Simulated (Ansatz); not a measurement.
Runs of Ansatz 0.2.0 on CrCuO2. The structure is trigonal, space group R-3m (No. 166). The conventional cell has a = 2.973 Å, b = 2.973 Å, c = 17.100 Å, α = 90.00°, β = 90.00°, γ = 120.00°. Cu (site symmetry -3m) has 2 O at 1.85 Å as nearest neighbours. Cr (site symmetry -3m) has 6 O at 1.99 Å as nearest neighbours. O (site symmetry 3m) is surrounded by 1 Cu at 1.85 Å and 3 Cr at 1.99 Å. 

```tsv
task	level	potentials or basis	cell	k mesh	cutoff (eV)	smearing	atoms under strain	points for each segment of the path	gap on the mesh (eV)	pressure (GPa)	moment (μB)	V0 of scaled cells (Å³/atom)	B0 (GPa)	largest force (eV/Å)
elastic constants	PBEsol	Ansatz PAW	as given	9 × 9 × 9	420	gaussian 0.01 eV	relaxed	-	0.97	-3.5	3.00	-	-	-
equation of state	PBEsol	PseudoDojo PBEsol	as given	10 × 10 × 10	1279	fermi-dirac 0.05 eV	-	-	-	-	-	(a)	193	-
relaxation of cell and atoms	PBE+D4	Ansatz PAW	relaxed	10 × 10 × 10	420	fermi-dirac 0.05 eV	-	-	1.11	0.0	3.00	-	-	-
band structure	BPBE	Ansatz PAW	as given	10 × 10 × 10	420	fermi-dirac 0.05 eV	-	14	1.13	3.7	3.00	-	-	0.02
equation of state	revPBE+D3(BJ)	Ansatz PAW	as given	10 × 10 × 10	420	fermi-dirac 0.05 eV	-	-	-	-	-	(b)	178	-
band structure	PBE	Ansatz PAW earlier set	as given	10 × 10 × 10	930	fermi-dirac 0.05 eV	-	14	1.12	4.1	3.00	-	-	0.03
```

Alike in all rows: spin collinear, ferromagnetic start.

Fill in the values left out.

(a) 10.69; (b) 10.95.

Caveats: only a ferromagnetic start was run, and an antiferromagnetic order may lie lower in energy (some runs); the PAW data sets come from PBE, with cores solved anew for the run's functional, which leaves a small shift of forces and pressure (some runs); the cell was scaled at fixed shape and fractional positions, which overstates the stiffness of a crystal with free parameters, most of all of layers and chains (some runs); the cell is more than 3 GPa from zero pressure, which shifts response properties (some runs); odd divisions of the mesh miss points on the zone boundary, where band edges often lie, so the gap on the mesh can be too wide (some runs); the plane-wave basis is chosen anew once the cell has moved, so the energies of steps on either side of that aren't comparable (some runs); the potentials were made for another functional, which shifts forces and pressure (some runs).

A k mesh can miss the band edges.
